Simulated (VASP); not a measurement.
Input of a VASP 6.6.1 run:

POSCAR

```
HgTe
1.0
    0.0000000000      3.2145000000      3.2145000000
    3.2145000000      0.0000000000      3.2145000000
    3.2145000000      3.2145000000      0.0000000000
Hg Te
1 1
Direct
    0.0000000000      0.0000000000      0.0000000000
    0.7500000000      0.7500000000      0.7500000000
```

The input INCAR.step1:

```
SYSTEM = HgTe
ALGO = Fast
EDIFF = 1E-8
EDIFFG = -0.002
ENCUT = 600
GGA = PS
IBRION = 2
ISIF = 3
ISMEAR = -1
LASPH = .TRUE.
LCHARG = .FALSE.
LREAL = .FALSE.
LWAVE = .FALSE.
NELM = 60
NSW = 40
PREC = Accurate
SIGMA = 0.05
```

INCAR.step2

```
SYSTEM = HgTe
ALGO = Fast
EDIFF = 1E-8
ENCUT = 600
GGA = PS
IBRION = 6
ISIF = 2
ISMEAR = -1
LASPH = .TRUE.
LCHARG = .FALSE.
LREAL = .FALSE.
LWAVE = .FALSE.
NELM = 60
NFREE = 2
NSW = 1
POTIM = 0.015
PREC = Accurate
SIGMA = 0.05
```

The input KPOINTS:

```
k-points
0
G
  5 5 5
  0 0 0
```

Potentials or basis: VASP PAW PBE potentials, release 64 (Hg, Te).

The run is started by

```bash
$ cat potpaw_PBE.64/Hg/POTCAR potpaw_PBE.64/Te/POTCAR > POTCAR
$ cp INCAR.step1 INCAR
$ mpirun -np 1 vasp_std > vasp.out
$ cp CONTCAR POSCAR
$ cp INCAR.step2 INCAR
$ mpirun -np 1 vasp_std > vasp.out
```

Predict the highest phonon frequency at Γ, LO-TO splitting left out.

109 cm⁻¹.

What does it give for the space group after relaxing (to 0.05 Å)?

F-43m (No. 216).

What does it give for the relaxed cell?

a = 4.614 Å, b = 4.614 Å, c = 4.614 Å, α = 60.00°, β = 60.00°, γ = 60.00°.

Step by step:
```tsv
step	energy change (eV)	largest force (eV/Å)	pressure (GPa)	volume (Å³)
1	0.0000	0.0000	2.07	66.43
2	-0.0160	0.0000	-0.69	70.65
3	-0.0186	0.0000	0.01	69.44
```

Caveat: the PAW data sets were made with another functional, which shifts forces and pressure a little. Spin-orbit coupling is left out, which matters for the levels of Hg, Te.
